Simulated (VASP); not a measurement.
# GaAs (F-43m) in VASP: further runs, part 2 of 2

VASP 6.6.1.

## 3. Dielectric tensor, PBEsol

INCAR

```
SYSTEM = GaAs
ALGO = Normal
EDIFF = 1E-8
ENCUT = 500
GGA = PS
ISIF = 2
ISMEAR = 0
LASPH = .True.
LCHARG = .False.
LEPSILON = .True.
LREAL = .False.
LWAVE = .False.
NELM = 100
PREC = Accurate
SIGMA = 0.01
```

KPOINTS

```
k-points
0
Gamma
  7 7 7
  0 0 0
```

POSCAR

```
GaAs
1.0
    0.0000000000      2.8268500000      2.8268500000
    2.8268500000      0.0000000000      2.8268500000
    2.8268500000      2.8268500000      0.0000000000
As Ga
1 1
Direct
    0.7500000000      0.7500000000      0.7500000000
    0.0000000000      0.0000000000      0.0000000000
```

Potentials or basis: VASP PAW PBE potentials, release 64 (As, Ga_d).

On the command line:

```bash
cat potpaw_PBE.64/As/POTCAR potpaw_PBE.64/Ga_d/POTCAR > POTCAR
mpirun -np 1 vasp_std > vasp.out
```

OUTCAR:

```text
SYSTEM = GaAs
   EDIFF = 1E-8
   ENCUT = 500
   GGA = PS
   ISIF = 2
   ISMEAR = 0
   LASPH = .True.
   LEPSILON = .True.
   LREAL = .False.
   NELM = 100
   PREC = Accurate

 Found     20 irreducible k-points:

 Following reciprocal coordinates:
            Coordinates               Weight
  0.000000  0.000000  0.000000      1.000000
  0.142857  0.000000  0.000000      8.000000
  0.285714  0.000000  0.000000      8.000000
  0.428571  0.000000  0.000000      8.000000
  0.142857  0.142857  0.000000      6.000000
  0.285714  0.142857  0.000000     24.000000
   k-points           NKPTS =     20   k-points in BZ     NKDIM =     20   number of bands    NBANDS=     13
   number of dos      NEDOS =    301   number of ions     NIONS =      2
   total plane-waves  NPLWV =  27000
   dimension x,y,z NGX =    30 NGY =   30 NGZ =   30
   dimension x,y,z NGXF=    60 NGYF=   60 NGZF=   60
   ions per type =               1   1
   NGX,Y,Z   is equivalent  to a cutoff of  12.48, 12.48, 12.48 a.u.
   NGXF,Y,Z  is equivalent  to a cutoff of  24.95, 24.95, 24.95 a.u.
 SYSTEM =  GaAs
   PREC   = accura    normal or accurate (medium, high low for compatibility)
   ISTART =      0    job   : 0-new  1-cont  2-samecut
   ICHARG =      2    charge: 1-file 2-atom 10-const
   ISPIN  =      1    spin polarized calculation?
   LNONCOLLINEAR =      F non collinear calculations
   LSORBIT =      F    spin-orbit coupling
   LASPH  =      T    aspherical Exc in radial PAW
   ENCUT  =  500.0 eV  36.75 Ry    6.06 a.u.   7.29  7.29  7.29*2*pi/ulx,y,z
   NELM   =    100;   NELMIN=  2; NELMDL= -5     # of ELM steps
   EDIFF  = 0.1E-07   stopping-criterion for ELM
   LREAL  =      F    real-space projection
   EDIFFG = 0.1E-06   stopping-criterion for IOM
   NSW    =      0    number of steps for IOM
   IBRION =     -1    ionic relax: 0-MD 1-quasi-New 2-CG
   NFREE  =      0    steps in history (QN), initial steepest desc. (CG)
   ISIF   =      2    stress and relaxation
   ISYM   =      2    0-nonsym 1-usesym 2-fastsym
   POTIM  = 0.5000    time-step for ionic-motion
   TEBEG  =    0.0;   TEEND  =   0.0 temperature during run
   PSTRESS=    0.0 pullay stress
   NELECT =      18.0000    total number of electrons
   NUPDOWN=      -1.0000    fix difference up-down
   EMIN   =  10.00;   EMAX   =-10.00  energy-range for DOS
   EFERMI =   0.00;   METHOD = LEGACY
   ISMEAR =     0;   SIGMA  =   0.01  broadening in eV -4-tet -1-fermi 0-gaus
   EFERMI_NEDOS =   21; number of points for ismear=-14 and -15
   IALGO  =     38    algorithm
   IMIX   =      4    mixing-type and parameters
     AMIX     =   0.40;   BMIX     =  1.00
     AMIX_MAG =   1.60;   BMIX_MAG =  1.00
  volume/ion in A,a.u.               =      22.59       152.44
  Fermi-wavevector in a.u.,A,eV,Ry     =   1.204628  2.276417 19.743799  1.451128
  Thomas-Fermi vector in A             =   2.340347
   LORBIT       =      0    0 simple, 1 ext, 2 COOP (PROOUT), +10 PAW based schemes
   GGA     = PS    functional components
   LHFCALC =     F    Hartree Fock is set to
   AEXX    =    0.0000 exact exchange contribution
   IVDW    =     0    specifies the selected vdW correction
   LEPSILON=     T    determine dielectric tensor
   LRPA    =     F    only Hartree local field effects (RPA)
 non-spin polarized calculation
 Gauss-broadening in eV      SIGMA  =   0.01
  energy-cutoff  :      500.00
[... 111 lines left out ...]

 [... further k-points ...]

  FORCE on cell =-STRESS in cart. coord.  units (eV):
  Direction    XX          YY          ZZ          XY          YZ          ZX
  --------------------------------------------------------------------------------------
  -------------------------------------------------------------------------------------
  Total        0.0910826      0.0910826      0.0910826      0.0000000     -0.0000000      0.0000000
  in kB        3.2300381      3.2300381      3.2300381      0.0000000     -0.0000000      0.0000000
  external PRESSURE =       3.2300381 kB  Pullay stress =       0.0000000 kB

 VOLUME and BASIS-vectors are now :
 -----------------------------------------------------------------------------
  energy-cutoff  :      500.00
  volume of cell :       45.18
      direct lattice vectors                 reciprocal lattice vectors
     0.000000000  2.826850000  2.826850000    -0.176875321  0.176875321  0.176875321
     2.826850000  0.000000000  2.826850000     0.176875321 -0.176875321  0.176875321
     2.826850000  2.826850000  0.000000000     0.176875321  0.176875321 -0.176875321

 POSITION                                       TOTAL-FORCE (eV/Angst)
 -----------------------------------------------------------------------------------
      4.24027      4.24027      4.24027         0.000000      0.000000      0.000000
      0.00000      0.00000      0.00000        -0.000000     -0.000000     -0.000000
 -----------------------------------------------------------------------------------
    total drift:                                0.000000      0.000000     -0.000000

  FREE ENERGIE OF THE ION-ELECTRON SYSTEM (eV)
  ---------------------------------------------------
  free  energy   TOTEN  =        -9.0809723640 eV

  energy  without entropy=       -9.0809723640  energy(sigma->0) =       -9.08097236

 HEAD OF MICROSCOPIC STATIC DIELECTRIC TENSOR (INDEPENDENT PARTICLE, excluding Hartree and local field effects)
 ------------------------------------------------------
          48.802600    -0.000000    -0.000000
           0.000000    48.802600     0.000000
           0.000000     0.000000    48.802600
 ------------------------------------------------------

 Free energy of the ion-electron system (eV)
  ---------------------------------------------------
  ---------------------------------------------------
  free energy    TOTEN  =        -6.08888869 eV

  energy without entropy =       -6.08888869

------------------------ aborting loop because EDIFF is reached ----------------------------------------

--------------------------------------- Ionic step        2  -------------------------------------------

------------------------ aborting loop because EDIFF is reached ----------------------------------------

--------------------------------------- Ionic step        3  -------------------------------------------

 Free energy of the ion-electron system (eV)
  ---------------------------------------------------
  ---------------------------------------------------
  free energy    TOTEN  =        -6.08889355 eV

  energy without entropy =       -6.08889355

------------------------ aborting loop because EDIFF is reached ----------------------------------------

 PIEZOELECTRIC TENSOR FIELD DIRECTION 3  (e Angst)
 -----------------------------------------------------------------------------
    -0.00139  3.36210  0.00000           (  0.00001  0.01576  0.00000)
     3.36210 -0.00139  0.00000           (  0.01576  0.00001  0.00000)
     0.00000  0.00000  0.00090           (  0.00000  0.00000 -0.00000)

 PIEZOELECTRIC TENSOR FIELD DIRECTION 3  (C/m^2)
 -----------------------------------------------------------------------------
    -0.00049  1.19229  0.00000
     1.19229 -0.00049  0.00000
     0.00000  0.00000  0.00032

 MACROSCOPIC STATIC DIELECTRIC TENSOR (including local field effects in DFT)
 ------------------------------------------------------
          48.133745     0.000000    -0.000000
          -0.000000    48.133745     0.000000
          -0.000000    -0.000000    48.133745
 ------------------------------------------------------

 PIEZOELECTRIC TENSOR (including local field effects)  for field in x, y, z        (e  Angst)
          XX          YY          ZZ          XY          YZ          ZX
  --------------------------------------------------------------------------------
  x     0.00000     0.00000     0.00000     0.00000     3.37506     0.00000
  y    -0.00000     0.00000    -0.00000     0.00000     0.00000     3.37506
  z     0.00000     0.00000     0.00000     3.37506     0.00000     0.00000

 PIEZOELECTRIC TENSOR (including local field effects)  for field in x, y, z        (C/m^2)
          XX          YY          ZZ          XY          YZ          ZX
  --------------------------------------------------------------------------------
  x     0.00000     0.00000     0.00000     0.00000     1.19689     0.00000
  y    -0.00000     0.00000    -0.00000     0.00000     0.00000     1.19689
  z     0.00000     0.00000     0.00000     1.19689     0.00000     0.00000

 BORN EFFECTIVE CHARGES (including local field effects) (in |e|, cummulative output)
 ---------------------------------------------------------------------------------
 ion    1
    1    -2.42192     0.00000     0.00000
    2     0.00000    -2.42192    -0.00000
    3    -0.00000    -0.00000    -2.42192
 ion    2
    1     2.42192    -0.00000     0.00000
    2    -0.00000     2.42192     0.00000
    3     0.00000     0.00000     2.42192
```

OSZICAR:

```text
N       E                     dE             d eps       ncg     rms          rms(c)
DAV:   1     0.803883768006E+02    0.80388E+02   -0.90570E+03   520   0.186E+03
DAV:   2    -0.301781645996E+01   -0.83406E+02   -0.80490E+02   555   0.337E+02
DAV:   3    -0.917795402291E+01   -0.61601E+01   -0.61328E+01   655   0.764E+01
DAV:   4    -0.928083675750E+01   -0.10288E+00   -0.10285E+00   581   0.108E+01
[... 12 lines left out ...]
RMM:   8    -0.608884929325E+01   -0.11026E-03   -0.11858E-05  3332   0.138E-02    0.709E-04
RMM:   9    -0.608890250339E+01   -0.53210E-04    0.28686E-06  3426   0.524E-03    0.261E-04
RMM:  10    -0.608889586108E+01    0.66423E-05   -0.25053E-06  3398   0.205E-03    0.462E-05
RMM:  11    -0.608889321371E+01    0.26474E-05    0.10566E-08  3387   0.836E-04    0.270E-05
RMM:  12    -0.608889354595E+01   -0.33225E-06   -0.33865E-07  2996   0.350E-04    0.964E-06
```

Run time: 4 min. Hardware: 1 thread of Intel Xeon Platinum 8259CL at 2.50GHz (Skylake/Cascade Lake), shared host; peak memory 0.24 GiB.

The run converged, but some of its settings lie outside the range that counts as converged, so its numbers aren't taken as properties of the crystal.

Results:

| Property | Result |
| --- | --- |
| Band gap on the k mesh | 0.45 eV, direct |
| Electronic dielectric tensor (diagonal) | 48.13 |
| Born charges (mean of the diagonal) | As -2.42; Ga +2.42 e |

Caveat: the gap is small at this level, which inflates the dielectric constant; the PAW data sets were made with another functional, which shifts forces and pressure a little.

## 4. Dielectric tensor, PBEsol

Changes to INCAR since step 3:

```diff
@@ -3,3 +3,3 @@
 EDIFF = 1E-8
-ENCUT = 500
+ENCUT = 400
 GGA = PS
```

KPOINTS

```
k-points
0
Gamma
  8 8 8
  0 0 0
```

POSCAR is that of step 3.

Potentials or basis: VASP PAW PBE potentials, release 64 (As, Ga_d).

On the command line:

```bash
cat potpaw_PBE.64/As/POTCAR potpaw_PBE.64/Ga_d/POTCAR > POTCAR
mpirun -np 1 vasp_std > vasp.out
```

OUTCAR:

```text
SYSTEM = GaAs
   EDIFF = 1E-8
   ENCUT = 400
   GGA = PS
   ISIF = 2
   ISMEAR = 0
   LASPH = .True.
   LEPSILON = .True.
   LREAL = .False.
   NELM = 100
   PREC = Accurate

 Found     29 irreducible k-points:

 Following reciprocal coordinates:
            Coordinates               Weight
  0.000000  0.000000  0.000000      1.000000
  0.125000  0.000000  0.000000      8.000000
  0.250000  0.000000  0.000000      8.000000
  0.375000  0.000000  0.000000      8.000000
  0.500000  0.000000  0.000000      4.000000
  0.125000  0.125000  0.000000      6.000000
   k-points           NKPTS =     29   k-points in BZ     NKDIM =     29   number of bands    NBANDS=     13
   number of dos      NEDOS =    301   number of ions     NIONS =      2
   total plane-waves  NPLWV =  21952
   dimension x,y,z NGX =    28 NGY =   28 NGZ =   28
   dimension x,y,z NGXF=    56 NGYF=   56 NGZF=   56
   ions per type =               1   1
   NGX,Y,Z   is equivalent  to a cutoff of  11.64, 11.64, 11.64 a.u.
   NGXF,Y,Z  is equivalent  to a cutoff of  23.29, 23.29, 23.29 a.u.
 SYSTEM =  GaAs
   PREC   = accura    normal or accurate (medium, high low for compatibility)
   ISTART =      0    job   : 0-new  1-cont  2-samecut
   ICHARG =      2    charge: 1-file 2-atom 10-const
   ISPIN  =      1    spin polarized calculation?
   LNONCOLLINEAR =      F non collinear calculations
   LSORBIT =      F    spin-orbit coupling
   LASPH  =      T    aspherical Exc in radial PAW
   ENCUT  =  400.0 eV  29.40 Ry    5.42 a.u.   6.52  6.52  6.52*2*pi/ulx,y,z
   NELM   =    100;   NELMIN=  2; NELMDL= -5     # of ELM steps
   EDIFF  = 0.1E-07   stopping-criterion for ELM
   LREAL  =      F    real-space projection
   EDIFFG = 0.1E-06   stopping-criterion for IOM
   NSW    =      0    number of steps for IOM
   IBRION =     -1    ionic relax: 0-MD 1-quasi-New 2-CG
   NFREE  =      0    steps in history (QN), initial steepest desc. (CG)
   ISIF   =      2    stress and relaxation
   ISYM   =      2    0-nonsym 1-usesym 2-fastsym
   POTIM  = 0.5000    time-step for ionic-motion
   TEBEG  =    0.0;   TEEND  =   0.0 temperature during run
[... 171 lines left out ...]
          -0.000000    37.155236    -0.000000
          -0.000000     0.000000    37.155236
 ------------------------------------------------------

 Free energy of the ion-electron system (eV)
  ---------------------------------------------------
  ---------------------------------------------------
  free energy    TOTEN  =        -4.60464774 eV

  energy without entropy =       -4.60464774

------------------------ aborting loop because EDIFF is reached ----------------------------------------

--------------------------------------- Ionic step        2  -------------------------------------------

------------------------ aborting loop because EDIFF is reached ----------------------------------------

--------------------------------------- Ionic step        3  -------------------------------------------

 Free energy of the ion-electron system (eV)
  ---------------------------------------------------
  ---------------------------------------------------
  free energy    TOTEN  =        -4.60464908 eV

  energy without entropy =       -4.60464908

------------------------ aborting loop because EDIFF is reached ----------------------------------------

 PIEZOELECTRIC TENSOR FIELD DIRECTION 3  (e Angst)
 -----------------------------------------------------------------------------
    -0.00042  2.96799  0.00000           (  0.00000  0.01568  0.00000)
     2.96799 -0.00042  0.00000           (  0.01568  0.00000  0.00000)
     0.00000  0.00000 -0.00125           (  0.00000  0.00000 -0.00000)

 PIEZOELECTRIC TENSOR FIELD DIRECTION 3  (C/m^2)
 -----------------------------------------------------------------------------
    -0.00015  1.05253  0.00000
     1.05253 -0.00015  0.00000
     0.00000  0.00000 -0.00044

 MACROSCOPIC STATIC DIELECTRIC TENSOR (including local field effects in DFT)
 ------------------------------------------------------
          36.552365     0.000000    -0.000000
           0.000000    36.552365     0.000000
           0.000000    -0.000000    36.552365
 ------------------------------------------------------

 PIEZOELECTRIC TENSOR (including local field effects)  for field in x, y, z        (e  Angst)
          XX          YY          ZZ          XY          YZ          ZX
  --------------------------------------------------------------------------------
  x     0.00000     0.00000     0.00000     0.00000     2.97773     0.00000
  y     0.00000    -0.00000     0.00000     0.00000     0.00000     2.97773
  z     0.00000    -0.00000    -0.00000     2.97773     0.00000     0.00000

 PIEZOELECTRIC TENSOR (including local field effects)  for field in x, y, z        (C/m^2)
          XX          YY          ZZ          XY          YZ          ZX
  --------------------------------------------------------------------------------
  x     0.00000     0.00000     0.00000     0.00000     1.05598     0.00000
  y     0.00000    -0.00000     0.00000     0.00000     0.00000     1.05598
  z     0.00000    -0.00000    -0.00000     1.05598     0.00000     0.00000

 BORN EFFECTIVE CHARGES (including local field effects) (in |e|, cummulative output)
 ---------------------------------------------------------------------------------
 ion    1
    1    -2.30075     0.00000     0.00000
    2    -0.00000    -2.30075     0.00000
    3     0.00000    -0.00000    -2.30075
 ion    2
    1     2.30075     0.00000     0.00000
    2     0.00000     2.30075    -0.00000
    3    -0.00000     0.00000     2.30075
```

Run time: 4 min. Hardware: 1 thread of Intel Xeon Platinum 8259CL at 2.50GHz (Skylake/Cascade Lake), shared host; peak memory 0.24 GiB.

The run converged, but some of its settings lie outside the range that counts as converged, so its numbers aren't taken as properties of the crystal.

Results:

```yaml
Band_gap_on_the_k_mesh: 0.46 eV, direct
Electronic_dielectric_tensor_diagonal: 36.55
Born_charges_mean_of_the_diagonal: As -2.30; Ga +2.30 e
```

Caveat: the gap is small at this level, which inflates the dielectric constant; the PAW data sets were made with another functional, which shifts forces and pressure a little.

## 5. The reference run

An earlier run on the cell as given: functional PBEsol; potentials or basis VASP PAW PBE potentials, release 64 (As, Ga_d); cutoff 520 eV; k mesh 8 × 8 × 8; occupations fermi-dirac, width 0.05 eV; no spin polarisation.

- Pressure: 0.3 GPa
- Band gap on the k mesh: 0.46 eV, direct
